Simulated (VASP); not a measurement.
# SnTe (Pm-3m) in VASP: reference runs

Reference runs on SnTe: the cell as given and a disturbed copy.

Everything below comes from runs of VASP 6.6.1. Logs are shortened: lines on timing, memory, paths and dates and some standing lists are left out, and cuts for length are marked.

## Step 1: The crystal as given

The structure is cubic, space group Pm-3m (No. 221). The conventional cell has a = 3.905 Å, b = 3.905 Å, c = 3.905 Å, α = 90.00°, β = 90.00°, γ = 90.00°. Te (site symmetry m-3m) has 8 Sn at 3.38 Å as nearest neighbours. Around Sn (site symmetry m-3m) lie 8 Te at 3.38 Å.

Measurements of this composition are mostly on another form, of space group No. 225.

## Step 2: Single point, PBE

File INCAR:

```
SYSTEM = SnTe
ALGO = Normal ; EDIFF = 1E-7
ENCUT = 520 ; GGA = PE
ISIF = 2 ; ISMEAR = -1
LASPH = .TRUE. ; LCHARG = .FALSE.
LREAL = .FALSE. ; LWAVE = .FALSE.
NBANDS = 17 ; NELM = 100
PREC = Accurate ; SIGMA = 0.05
```

File KPOINTS:

```
k-points
0
G
  7 7 7
  0 0 0
```

File POSCAR:

```
SnTe
1.0
    3.9047000000      0.0000000000      0.0000000000
    0.0000000000      3.9047000000      0.0000000000
    0.0000000000      0.0000000000      3.9047000000
Te Sn
1 1
Direct
    0.5000000000      0.5000000000      0.5000000000
    0.0000000000      0.0000000000      0.0000000000
```

Potentials or basis: VASP PAW PBE potentials, release 64 (Te, Sn_d).

Launch:

```bash
cat potpaw_PBE.64/Te/POTCAR potpaw_PBE.64/Sn_d/POTCAR > POTCAR
mpirun -np 1 vasp_std > vasp.out
```

OUTCAR:

```text
SYSTEM = SnTe
   EDIFF = 1E-7
   ENCUT = 520
   GGA = PE
   ISIF = 2
   ISMEAR = -1
   LASPH = .TRUE.
   LREAL = .FALSE.
   NELM = 100
   PREC = Accurate

 ion  position               nearest neighbor table
   1  0.500  0.500  0.500-   2 3.38   2 3.38   2 3.38   2 3.38   2 3.38   2 3.38   2 3.38   2 3.38

   2  0.000  0.000  0.000-   1 3.38   1 3.38   1 3.38   1 3.38   1 3.38   1 3.38   1 3.38   1 3.38

  LATTYP: Found a simple cubic cell.
 ALAT       =     3.9047000000

  Lattice vectors:

 A1 = (   3.9047000000,   0.0000000000,   0.0000000000)
 A2 = (   0.0000000000,   3.9047000000,   0.0000000000)
 A3 = (   0.0000000000,   0.0000000000,   3.9047000000)

Analysis of symmetry for initial positions (statically):
=====================================================================
 Subroutine PRICEL returns:
 Original cell was already a primitive cell.

 Routine SETGRP: Setting up the symmetry group for a
 simple cubic supercell.

 Subroutine GETGRP returns: Found 48 space group operations
 (whereof 48 operations were pure point group operations)
 out of a pool of 48 trial point group operations.

The static configuration has the point symmetry O_h .

Analysis of symmetry for dynamics (positions and initial velocities):
=====================================================================
 Subroutine PRICEL returns:
 Original cell was already a primitive cell.

 Routine SETGRP: Setting up the symmetry group for a
 simple cubic supercell.

 Subroutine GETGRP returns: Found 48 space group operations
 (whereof 48 operations were pure point group operations)
 out of a pool of 48 trial point group operations.

The dynamic configuration has the point symmetry O_h .

 Subroutine INISYM returns: Found 48 space group operations
 (whereof 48 operations are pure point group operations),
 and found     1 'primitive' translations

----------------------------------------------------------------------------------------

                                     Primitive cell

  volume of cell :      59.5337

  direct lattice vectors                    reciprocal lattice vectors
     3.904700000  0.000000000  0.000000000     0.256101621  0.000000000  0.000000000
     0.000000000  3.904700000  0.000000000     0.000000000  0.256101621  0.000000000
     0.000000000  0.000000000  3.904700000     0.000000000  0.000000000  0.256101621

  length of vectors
     3.904700000  3.904700000  3.904700000     0.256101621  0.256101621  0.256101621

  position of ions in fractional coordinates (direct lattice)
     0.500000000  0.500000000  0.500000000
     0.000000000  0.000000000  0.000000000

  ion indices of the primitive-cell ions
   primitive index   ion index
                 1           1
                 2           2

----------------------------------------------------------------------------------------

 KPOINTS: k-points

Automatic generation of k-mesh.
 Grid dimensions read from file:
 generate k-points for:    7    7    7

 Generating k-lattice:

  Cartesian coordinates                     Fractional coordinates (reciprocal lattice)
     0.036585946  0.000000000  0.000000000     0.142857143  0.000000000  0.000000000
     0.000000000  0.036585946  0.000000000     0.000000000  0.142857143  0.000000000
     0.000000000  0.000000000  0.036585946     0.000000000  0.000000000  0.142857143

  Length of vectors
     0.036585946  0.036585946  0.036585946

  Shift w.r.t. Gamma in fractional coordinates (k-lattice)
     0.000000000  0.000000000  0.000000000

 Subroutine IBZKPT returns following result:
 ===========================================

 Found     20 irreducible k-points:

 Following reciprocal coordinates:
            Coordinates               Weight
  0.000000  0.000000  0.000000      1.000000
  0.142857  0.000000  0.000000      6.000000
  0.285714  0.000000  0.000000      6.000000
  0.428571  0.000000  0.000000      6.000000
  0.142857  0.142857  0.000000     12.000000
  0.285714  0.142857  0.000000     24.000000
[... 12 lines left out ...]
  0.428571  0.428571  0.285714     24.000000
  0.428571  0.428571  0.428571      8.000000
   k-points           NKPTS =     20   k-points in BZ     NKDIM =     20   number of bands    NBANDS=     17
   number of dos      NEDOS =    301   number of ions     NIONS =      2
   total plane-waves  NPLWV =  27000
   dimension x,y,z NGX =    30 NGY =   30 NGZ =   30
   dimension x,y,z NGXF=    60 NGYF=   60 NGZF=   60
   ions per type =               1   1
   NGX,Y,Z   is equivalent  to a cutoff of  12.77, 12.77, 12.77 a.u.
   NGXF,Y,Z  is equivalent  to a cutoff of  25.55, 25.55, 25.55 a.u.
 SYSTEM =  SnTe
   PREC   = accura    normal or accurate (medium, high low for compatibility)
   ISTART =      0    job   : 0-new  1-cont  2-samecut
   ICHARG =      2    charge: 1-file 2-atom 10-const
   ISPIN  =      1    spin polarized calculation?
   LNONCOLLINEAR =      F non collinear calculations
   LSORBIT =      F    spin-orbit coupling
   LASPH  =      T    aspherical Exc in radial PAW
   ENCUT  =  520.0 eV  38.22 Ry    6.18 a.u.   7.26  7.26  7.26*2*pi/ulx,y,z
   NELM   =    100;   NELMIN=  2; NELMDL= -5     # of ELM steps
   EDIFF  = 0.1E-06   stopping-criterion for ELM
   LREAL  =      F    real-space projection
   EDIFFG = 0.1E-05   stopping-criterion for IOM
   NSW    =      0    number of steps for IOM
   IBRION =     -1    ionic relax: 0-MD 1-quasi-New 2-CG
   NFREE  =      0    steps in history (QN), initial steepest desc. (CG)
   ISIF   =      2    stress and relaxation
   ISYM   =      2    0-nonsym 1-usesym 2-fastsym
   POTIM  = 0.5000    time-step for ionic-motion
   TEBEG  =    0.0;   TEEND  =   0.0 temperature during run
   PSTRESS=    0.0 pullay stress
   NELECT =      20.0000    total number of electrons
   NUPDOWN=      -1.0000    fix difference up-down
   EMIN   =  10.00;   EMAX   =-10.00  energy-range for DOS
   EFERMI =   0.00;   METHOD = LEGACY
   ISMEAR =    -1;   SIGMA  =   0.05  broadening in eV -4-tet -1-fermi 0-gaus
   EFERMI_NEDOS =   21; number of points for ismear=-14 and -15
   IALGO  =     38    algorithm
   IMIX   =      4    mixing-type and parameters
     AMIX     =   0.40;   BMIX     =  1.00
     AMIX_MAG =   1.60;   BMIX_MAG =  1.00
  volume/ion in A,a.u.               =      29.77       200.88
  Fermi-wavevector in a.u.,A,eV,Ry     =   1.138057  2.150615 17.621893  1.295173
  Thomas-Fermi vector in A             =   2.274761
   LORBIT       =      0    0 simple, 1 ext, 2 COOP (PROOUT), +10 PAW based schemes
   GGA     = PE    functional components
   LHFCALC =     F    Hartree Fock is set to
   AEXX    =    0.0000 exact exchange contribution
   IVDW    =     0    specifies the selected vdW correction
   LEPSILON=     F    determine dielectric tensor
   LRPA    =     F    only Hartree local field effects (RPA)
 non-spin polarized calculation
  energy-cutoff  :      520.00
  volume of cell :       59.53
 maximum number of plane-waves:      1614
 NGX is ok and might be reduce to    30
   NGX = 15   NGY = 15   NGZ = 15

 number of electron      19.9999983 magnetization

 Free energy of the ion-electron system (eV)
  ---------------------------------------------------
  ext. energy  EPLUGINS =         0.00000000
  ---------------------------------------------------
  free energy    TOTEN  =        -7.08017918 eV

  energy without entropy =       -7.06066994  energy(sigma->0) =       -7.07042456

 E-fermi :   6.9973     XC(G=0):  -9.8812

 val. band max:        6.9868253552   @ k =   0.4286   0.2857   0.0000
 cond. band min:       7.0118753968   @ k =   0.4286   0.4286   0.4286
 fundamental gap:      0.0250500416
 Fermi energy:         6.9973388779

 k-point     1 :       0.0000    0.0000    0.0000
  band No.  band energies     occupation
      1     -14.5529      2.00000
      2     -14.5529      2.00000
      3     -14.5160      2.00000
      4     -14.5160      2.00000
      5     -14.5160      2.00000
      6      -5.2949      2.00000
[... 9 lines left out ...]
     16      17.9010      0.00000
     17      17.9010      0.00000

 k-point     2 :       0.1429    0.0000    0.0000
  band No.  band energies     occupation
      1     -14.5527      2.00000
      2     -14.5468      2.00000
      3     -14.5180      2.00000
      4     -14.5180      2.00000
      5     -14.5159      2.00000
      6      -5.1382      2.00000
[... 9 lines left out ...]
     16      17.1340      0.00000
     17      17.4550      0.00000

 k-point     3 :       0.2857    0.0000    0.0000
  band No.  band energies     occupation
      1     -14.5521      2.00000
      2     -14.5331      2.00000
      3     -14.5225      2.00000
      4     -14.5225      2.00000
      5     -14.5156      2.00000
      6      -4.7092      2.00000
[... 9 lines left out ...]
     16      15.1779      0.00000
     17      17.6886      0.00000

 k-point     4 :       0.4286    0.0000    0.0000
  band No.  band energies     occupation
      1     -14.5517      2.00000
      2     -14.5261      2.00000
      3     -14.5261      2.00000
      4     -14.5221      2.00000
      5     -14.5153      2.00000
      6      -4.2193      2.00000
[... 9 lines left out ...]
     16      17.7179      0.00000
     17      18.6222      0.00000
[... 263 lines left out ...]
      1     -14.5341      2.00000
      2     -14.5329      2.00000
      3     -14.5283      2.00000
      4     -14.5214      2.00000
      5     -14.5104      2.00000
      6      -3.3886      2.00000
[... 9 lines left out ...]
     16      16.7984      0.00000
     17      18.7496      0.00000

 k-point    19 :       0.4286    0.4286    0.2857
  band No.  band energies     occupation
      1     -14.5382      2.00000
      2     -14.5324      2.00000
      3     -14.5323      2.00000
      4     -14.5157      2.00000
      5     -14.5045      2.00000
      6      -3.1319      2.00000
[... 9 lines left out ...]
     16      18.2044      0.00000
     17      19.4332      0.00000

 k-point    20 :       0.4286    0.4286    0.4286
  band No.  band energies     occupation
      1     -14.5370      2.00000
      2     -14.5367      2.00000
      3     -14.5367      2.00000
      4     -14.5043      2.00000
      5     -14.5043      2.00000
      6      -2.9247      2.00000
[... 9 lines left out ...]
     16      19.8071      0.00000
     17      21.6507      0.00000

------------------------ aborting loop because EDIFF is reached ----------------------------------------

  FORCE on cell =-STRESS in cart. coord.  units (eV):
  Direction    XX          YY          ZZ          XY          YZ          ZX
  --------------------------------------------------------------------------------------
  -------------------------------------------------------------------------------------
  Total       -0.4040645     -0.4040645     -0.4040645      0.0000000      0.0000000     -0.0000000
  in kB      -10.8742234    -10.8742234    -10.8742234      0.0000000      0.0000000     -0.0000000
  external PRESSURE =     -10.8742234 kB  Pullay stress =       0.0000000 kB

 VOLUME and BASIS-vectors are now :
 -----------------------------------------------------------------------------
  energy-cutoff  :      520.00
  volume of cell :       59.53
      direct lattice vectors                 reciprocal lattice vectors
     3.904700000  0.000000000  0.000000000     0.256101621  0.000000000  0.000000000
     0.000000000  3.904700000  0.000000000     0.000000000  0.256101621  0.000000000
     0.000000000  0.000000000  3.904700000     0.000000000  0.000000000  0.256101621

 POSITION                                       TOTAL-FORCE (eV/Angst)
 -----------------------------------------------------------------------------------
      1.95235      1.95235      1.95235         0.000000      0.000000      0.000000
      0.00000      0.00000      0.00000         0.000000      0.000000      0.000000
 -----------------------------------------------------------------------------------
    total drift:                                0.000000     -0.000000     -0.000000

  FREE ENERGIE OF THE ION-ELECTRON SYSTEM (eV)
  ---------------------------------------------------
  free  energy   TOTEN  =        -7.0801791836 eV

  energy  without entropy=       -7.0606699433  energy(sigma->0) =       -7.07042456
```

Run time: 9 s. Hardware: 1 thread of Intel Xeon 6975P-C (Granite Rapids), shared host; peak memory 0.17 GiB.

Results:

* Free energy: -7.0802 eV
* Pressure: -1.1 GPa
* Band gap on the k mesh: none (metal or under the smearing width)

## Step 3: Single point, PBE (atoms moved at random, drawn with an rms of 0.05 Å)

File INCAR:

```
ALGO     = Normal         # electronic algorithm
EDIFF    = 1E-7           # SCF threshold, eV
ENCUT    = 520            # plane-wave cutoff, eV
GGA      = PE             # functional
ISIF     = 2              # what is computed and relaxed
ISMEAR   = -1             # smearing method
LASPH    = True           # aspherical terms in the spheres
LCHARG   = False          # write CHGCAR
LREAL    = False          # projectors in reciprocal space
LWAVE    = False          # write WAVECAR
NBANDS   = 17             # bands
NELM     = 100            # most SCF steps
PREC     = Accurate       # precision mode
SIGMA    = 0.05           # smearing width, eV
```

File KPOINTS:

```
k-points
0
Gamma
  7 7 7
```

File POSCAR:

```
SnTe
1.0
    3.9047000000      0.0000000000      0.0000000000
    0.0000000000      3.9047000000      0.0000000000
    0.0000000000      0.0000000000      3.9047000000
Te Sn
1 1
Direct
    0.4871080000      0.5016510000      0.4964510000
    0.0122550000      0.0075080000      0.0091910000
```

Potentials or basis: VASP PAW PBE potentials, release 64 (Te, Sn_d).

Launch:

```bash
cat potpaw_PBE.64/Te/POTCAR potpaw_PBE.64/Sn_d/POTCAR > POTCAR
mpirun -np 1 vasp_std > vasp.out
```

Wall time 54 s (1 thread of Intel Xeon 6975P-C (Granite Rapids), shared host); peak memory 0.3 GiB.

Results (log left out):

| Property | Result |
| --- | --- |
| Free energy | -7.0831 eV |
| Pressure | -0.9 GPa |
| Largest force | 0.053 eV/Å |
| Band gap on the k mesh | none (metal or under the smearing width) |

Forces in eV/Å, atoms in the order of the input:
```
Te  -0.048 -0.009 -0.021
Sn   0.048  0.009  0.021
```

Stress tensor (GPa, compression positive):
```
-0.90  0.04  0.08
 0.04 -0.87  0.02
 0.08  0.02 -0.88
```

Levels at points of the mesh, in eV from the Fermi level:
| k point | band 8 | band 9 | band 10 | band 11 | band 12 | band 13 |
| --- | --- | --- | --- | --- | --- | --- |
| (0.00, 0.00, 0.00) | -1.71 | -1.71 | -1.69 | 3.52 | 3.60 | 5.40 |

The run has no spin-orbit coupling, so splittings on Te are missing.
